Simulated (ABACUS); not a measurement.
# CuO (Tenorite) (C2/c) in ABACUS: reference runs

Aim: a first look at CuO (Tenorite) with PBEsol, on the cell as given and on a disturbed one.

Program: ABACUS 3.10.1. These are calculated values, not measurements. Logs are shortened: lines on timing, memory, paths and dates and some standing lists are left out, and cuts for length are marked.

### Step 1. The structure

The structure is monoclinic, space group C2/c (No. 15). Conventional cell: a = 4.684 Å, b = 3.423 Å, c = 5.129 Å, α = 90.00°, β = 99.54°, γ = 90.00°. Around Cu (site symmetry -1) lie 4 O at 1.95 to 1.96 Å. Around O (site symmetry 2) lie 4 Cu at 1.95 to 1.96 Å.

### Step 2. Single point, PBEsol

File INPUT:

```
INPUT_PARAMETERS
suffix              CuO
calculation         scf
basis_type          pw
pseudo_dir          ./
symmetry            1
dft_functional      pbesol
ecutwfc             92
pseudo_rcut         7
nspin               1
nbands              30
ks_solver           dav
smearing_method     fd
smearing_sigma      0.00367493
scf_thr             1e-08
scf_nmax            100
mixing_type         broyden
mixing_beta         0.7
cal_force           1
cal_stress          1
out_chg             1
out_pot             2
out_elf             1
```

File STRU:

```
ATOMIC_SPECIES
Cu 63.5460 Cu.upf
O 15.9990 O.upf

LATTICE_CONSTANT
1.8897261246

LATTICE_VECTORS
2.3418500000 -1.7113000000 0.0000000000
2.3418500000 1.7113000000 0.0000000000
-0.8500274268 0.0000000000 5.0578693947

ATOMIC_POSITIONS
Direct

Cu
0.0
2
0.5000000000 0.0000000000 0.5000000000 1 1 1
0.0000000000 0.5000000000 0.0000000000 1 1 1

O
0.0
2
0.4184000000 0.5816000000 0.7500000000 1 1 1
0.5816000000 0.4184000000 0.2500000000 1 1 1
```

File KPT:

```
K_POINTS
0
Gamma
10 10 5 0 0 0
```

Potentials or basis: PseudoDojo NC SR 0.4.1 PBEsol standard, plane waves.

Launch:

```console
OMP_NUM_THREADS=1 mpirun -np 4 abacus > log
```

running log:

```text
ABACUS v3.10.1

               Atomic-orbital Based Ab-initio Computation at UStc

 ------------------------------------------------------------------------------------

 READING GENERAL INFORMATION
                           global_out_dir = OUT.CuO/
                           global_in_card = INPUT
                               pseudo_dir = ./
                              orbital_dir =
                                    DSIZE = 4
                                    GSIZE = 1

 READING UNITCELL INFORMATION
                                    ntype = 2
                  lattice constant (Bohr) = 1.88973
              lattice constant (Angstrom) = 1

 READING ATOM TYPE 1
                               atom label = Cu
                      L=0, number of zeta = 1
                      L=1, number of zeta = 1
                      L=2, number of zeta = 1
             number of atom for this type = 2

 READING ATOM TYPE 2
                               atom label = O
                      L=0, number of zeta = 1
                      L=1, number of zeta = 1
                      L=2, number of zeta = 1
             number of atom for this type = 2

                        TOTAL ATOM NUMBER = 4
DIRECT COORDINATES
    atom                   x                   y                   z     mag                  vx                  vy                  vz
taud_Cu1            0.5000000000        0.0000000000        0.5000000000  0.0000        0.0000000000        0.0000000000        0.0000000000
taud_Cu2            0.0000000000        0.5000000000        0.0000000000  0.0000        0.0000000000        0.0000000000        0.0000000000
taud_O1            0.4184000000        0.5816000000        0.7500000000  0.0000        0.0000000000        0.0000000000        0.0000000000
taud_O2            0.5816000000        0.4184000000        0.2500000000  0.0000        0.0000000000        0.0000000000        0.0000000000

                          Volume (Bohr^3) = 273.577
                             Volume (A^3) = 40.5399

 Lattice vectors: (Cartesian coordinate: in unit of a_0)
             +2.34185             -1.7113                  +0
             +2.34185             +1.7113                  +0
            -0.850027                  +0            +5.05787
 Reciprocal vectors: (Cartesian coordinate: in unit of 2 pi/a_0)
            +0.213506           -0.292176           +0.035882
            +0.213506           +0.292176           +0.035882
                   -0                  -0           +0.197712
 The esolver type has been set to : ksdft_pw

                PAO radial cut off (Bohr) = 7

 Read in pseudopotential file is Cu.upf
                     pseudopotential type = NC
          exchange-correlation functional = PBESOL
                 nonlocal core correction = 1
                        valence electrons = 19
                                     lmax = 2
                           number of zeta = 4
                     number of projectors = 6
                           L of projector = 0
[... 5 lines left out ...]
                PAO radial cut off (Bohr) = 7

 Read in pseudopotential file is O.upf
                     pseudopotential type = NC
          exchange-correlation functional = PBESOL
                 nonlocal core correction = 1
                        valence electrons = 6
                                     lmax = 2
                           number of zeta = 2
                     number of projectors = 5
                           L of projector = 0
                           L of projector = 0
                           L of projector = 1
                           L of projector = 1
                           L of projector = 2
     initial pseudo atomic orbital number = 28

 SETUP THE ELECTRONS NUMBER
            electron number of element Cu = 19
      total electron number of element Cu = 38
             electron number of element O = 6
       total electron number of element O = 12
            AUTOSET number of electrons:  = 50
                           occupied bands = 25
                                   NBANDS = 30
                                   NLOCAL = 36

%%%%%%%%%%%%%%%%%%%%%%%%%%%%%%%%%%%%%%%%%%%%%%%%%%%%%%%%%%%%%%%%%%%%%%%%%%%%%%%%%%%%%%%%%%%%%%%%%%%%%%%%%%
 Warning: the number of valence electrons in pseudopotential > 11 for Cu: [Ar] 3d10 4s1
 Pseudopotentials with additional electrons can yield (more) accurate outcomes, but may be less efficient.
 If you're confident that your chosen pseudopotential is appropriate, you can safely ignore this warning.
%%%%%%%%%%%%%%%%%%%%%%%%%%%%%%%%%%%%%%%%%%%%%%%%%%%%%%%%%%%%%%%%%%%%%%%%%%%%%%%%%%%%%%%%%%%%%%%%%%%%%%%%%%

 SETUP THE PLANE WAVE BASIS
 energy cutoff for charge/potential (unit:Ry) = 368
            fft grid for charge/potential = [ 36, 36, 60 ]
                        fft grid division = [ 1, 1, 1 ]
        big fft grid for charge/potential = [ 36, 36, 60 ]
                                     nbxx = 19440
[... 77 lines left out ...]
                       right hand lattice = 1
(for reciprocal lattice: )
                             BRAVAIS TYPE = 13
                     BRAVAIS LATTICE NAME = 13. Monoclinic A (base-center)
                                    ibrav = 13
                       right hand lattice = 1
(for k-lattice: )
                             BRAVAIS TYPE = 13
                     BRAVAIS LATTICE NAME = 13. Monoclinic A (base-center)
                                    ibrav = 13
                       right hand lattice = 1
                        ROTATION MATRICES = 4
                               nkstot_ibz = 141
K-POINTS REDUCTION ACCORDING TO SYMMETRY
     IBZ    DIRECT_X    DIRECT_Y    DIRECT_Z  WEIGHT  ibz2bz
       1  0.00000000  0.00000000  0.00000000  0.0020       0
       2  0.10000000  0.00000000  0.00000000  0.0080       1
       3  0.20000000  0.00000000  0.00000000  0.0080       2
       4  0.30000000  0.00000000  0.00000000  0.0080       3
       5  0.40000000  0.00000000  0.00000000  0.0080       4
       6  0.50000000  0.00000000  0.00000000  0.0040       5
[... 22 lines left out ...]
      29  0.50000000  0.40000000  0.00000000  0.0080      45
      30 -0.40000000  0.40000000  0.00000000  0.0040      46
[... 111 further k points ...]

                               nkstot now = 141
[... K-POINTS DIRECT COORDINATES: 141 rows ...]

           k-point number in this process = 141
       minimum distributed K point number = 141
[... stars of the k points ...]

[... K-POINTS CARTESIAN COORDINATES: 141 rows ...]

[... K-POINTS DIRECT COORDINATES: 141 rows ...]

 SETUP PLANE WAVES FOR WAVE FUNCTIONS
     energy cutoff for wavefunc (unit:Ry) = 92
              fft grid for wave functions = [ 36, 36, 60 ]
                    number of plane waves = 5339
                         number of sticks = 249

 PARALLEL PW FOR WAVE FUNCTIONS
     PROC   COLUMNS(POT)             PW
        1             62           1334
        2             63           1337
        3             62           1334
        4             62           1334
 --------------- sum -------------------
        4            249           5339

 SETUP NONLOCAL PSEUDOPOTENTIALS IN PLANE WAVE BASIS
 Cu non-local projectors:
 projector 1 L=0
 projector 2 L=0
 projector 3 L=1
 projector 4 L=1
 projector 5 L=2
 projector 6 L=2
 O non-local projectors:
 projector 1 L=0
 projector 2 L=0
 projector 3 L=1
 projector 4 L=1
 projector 5 L=2
      TOTAL NUMBER OF NONLOCAL PROJECTORS = 62

 Init Non-Local PseudoPotential table :
 Init Non-Local-Pseudopotential done.

                                     npwx = 1069

 Make real space PAO into reciprocal space.
       max mesh points in Pseudopotential = 701
     dq(describe PAO in reciprocal space) = 0.01
                                    max q = 1155

 number of pseudo atomic orbitals for Cu is 4
WARNING: norm of atomic wavefunction # 3 of atomic type Cu is 0.999944, renormalized
WARNING: norm of atomic wavefunction # 4 of atomic type Cu is 0.996041, renormalized

 number of pseudo atomic orbitals for O is 2
WARNING: norm of atomic wavefunction # 2 of atomic type O is 0.999978, renormalized

 -------------------------------------------
 SELF-CONSISTENT
 -------------------------------------------
                                 init_chg = atomic

 PW ALGORITHM --------------- ION=   1  ELEC=   1--------------------------------

 Density error is 2.02215414416
                          Error Threshold = 0.01
----------------------------------------------------------
     Energy           Rydberg                 eV
----------------------------------------------------------
 E_KohnSham     -822.4786880559      -11190.3966411243
 E_Harris       -849.1229230359      -11552.9100557037
 E_Fermi        1.0469982507         14.2451420057
----------------------------------------------------------
[... 87 lines left out ...]
 Density error is 6.63862830352e-09
                          Error Threshold = 1.43140869152e-10
----------------------------------------------------------
     Energy           Rydberg                 eV
----------------------------------------------------------
 E_KohnSham     -823.6135034510      -11205.8365966764
 E_KS(sigma->0) -823.6127816113      -11205.8267755430
 E_Harris       -823.6116726275      -11205.8116870442
 E_band         -61.7537547581       -840.2029376053
 E_one_elec     -487.9579454105      -6639.0084419561
 E_Hartree      270.2329369537       3676.7077298449
 E_xc           -108.7181183058      -1479.1858847969
 E_Ewald        -497.1689330089      -6764.3303575013
 E_entropy(-TS) -0.0014436795        -0.0196422669
 E_descf        0.0000000000         0.0000000000
 E_exx          0.0000000000         0.0000000000
 E_Fermi        0.9144654231         12.4419403776
----------------------------------------------------------

 charge density convergence is achieved
 final etot is -11205.836597 eV
 EFERMI = 12.441940378 eV
The vacuum level is 10.329430334 eV

 STATE ENERGY(eV) AND OCCUPATIONS    NSPIN == 1
 1/141 kpoint (Cartesian) = 0.0000 0.0000 0.0000 (1029 pws)
       1       -99.7841     0.00400000
       2       -99.7834     0.00400000
       3       -57.5139     0.00400000
       4       -57.5135     0.00400000
       5       -57.4738     0.00400000
       6       -57.4652     0.00400000
[... 182 lines left out ...]
      29        19.2822    3.08575e-62
      30        23.3989        0.00000

[... levels at 135 further k points ...]

------------------------------------------------------------------------------------------
 TOTAL-FORCE (eV/Angstrom)
------------------------------------------------------------------------------------------
                       Cu1         0.0000000000         0.0000000000         0.0000000000
                       Cu2         0.0000000000         0.0000000000         0.0000000000
                        O1         0.0000000000        -0.3735401386         0.0000000000
                        O2         0.0000000000         0.3735401386         0.0000000000
------------------------------------------------------------------------------------------

----------------------------------------------------------------
 TOTAL-STRESS (KBAR)
----------------------------------------------------------------
       -36.5388621510        -0.0000000000        -4.5440167225
        -0.0000000000        -2.9669076976         0.0000000000
        -4.5440167225         0.0000000000       -49.6316360137
----------------------------------------------------------------
 TOTAL-PRESSURE: -29.712469 KBAR

 --------------------------------------------
 !FINAL_ETOT_IS -11205.8365966764122277 eV
 --------------------------------------------
```

It took 1.8 min on 4 MPI ranks of Intel Xeon Platinum 8259CL at 2.50GHz (Skylake/Cascade Lake), shared host; peak memory 0.52 GiB.

Results:

```yaml
Free_energy: -11205.8366 eV
Pressure: -3.0 GPa
Largest_force: 0.374 eV/Å
Band_gap_on_the_k_mesh: none (metal or under the smearing width)
```

Forces in eV/Å, atoms in the order of the input:
```
Cu   0.000  0.000  0.000
Cu   0.000  0.000  0.000
O    0.000 -0.374  0.000
O    0.000  0.374  0.000
```

Stress tensor (GPa, compression positive):
```
-3.65  0.00 -0.45
 0.00 -0.30  0.00
-0.45  0.00 -4.96
```

Caveat: the run has no spin polarisation, though such a crystal can be magnetic; semilocal functionals often make such compounds metallic where correlation or magnetic order opens a gap, which also shifts bond lengths.

### Step 3. Single point, PBEsol (atoms moved at random, drawn with an rms of 0.05 Å)

INPUT, as its differences from that of step 2:

```diff
@@ -20,4 +20,2 @@
 cal_stress          1
-out_chg             1
-out_pot             2
-out_elf             1
+kpar                4
```

File STRU:

```
ATOMIC_SPECIES
Cu 63.5460 Cu.upf
O 15.9990 O.upf

LATTICE_CONSTANT
1.8897261246

LATTICE_VECTORS
2.3418500000 -1.7113000000 0.0000000000
2.3418500000 1.7113000000 0.0000000000
-0.8500274268 0.0000000000 5.0578693947

ATOMIC_POSITIONS
Direct

Cu
0.0
2
0.5063060000 -0.0089130000 0.5000460000 1 1 1
-0.0030500000 0.5118650000 0.0077660000 1 1 1

O
0.0
2
0.4125810000 0.5821750000 0.7543040000 1 1 1
0.5793590000 0.4093460000 0.2516240000 1 1 1
```

KPT is that of step 2.

Potentials or basis: PseudoDojo NC SR 0.4.1 PBEsol standard, plane waves.

Launch:

```console
OMP_NUM_THREADS=1 mpirun -np 4 abacus > log
```

It took 3 min on 4 MPI ranks of Intel Xeon Platinum 8259CL at 2.50GHz (Skylake/Cascade Lake), shared host; peak memory 0.92 GiB.

It converged, with:

| Quantity | Value |
| --- | --- |
| Free energy | -11205.8147 eV |
| Pressure | -3.2 GPa |
| Largest force | 0.505 eV/Å |
| Band gap on the k mesh | none (metal or under the smearing width) |

Forces on the atoms (eV/Å):
```
Cu  -0.046  0.138  0.376
Cu  -0.188  0.004 -0.329
O    0.097 -0.486 -0.098
O    0.138  0.343  0.051
```

Stress tensor (GPa, compression positive):
```
-3.69 -0.17 -0.75
-0.17 -0.66 -0.44
-0.75 -0.44 -5.37
```

Levels at points of the mesh, in eV from the Fermi level:
| k point | band 23 | band 24 | band 25 | band 26 | band 27 | band 28 |
| --- | --- | --- | --- | --- | --- | --- |
| (0.00, 0.00, 0.00) | -2.04 | -1.55 | 0.22 | 0.94 | 1.62 | 5.84 |
| (0.50, 0.00, 0.00) | -1.43 | -1.30 | -0.03 | 0.23 | 4.72 | 6.17 |
| (0.00, 0.50, 0.00) | -1.46 | -1.31 | -0.04 | 0.27 | 4.81 | 6.16 |
| (0.50, 0.50, 0.00) | -1.64 | -1.11 | -0.58 | 1.06 | 3.21 | 6.92 |

Caveat: the run has no spin polarisation, though such a crystal can be magnetic; semilocal functionals often make such compounds metallic where correlation or magnetic order opens a gap, which also shifts bond lengths.
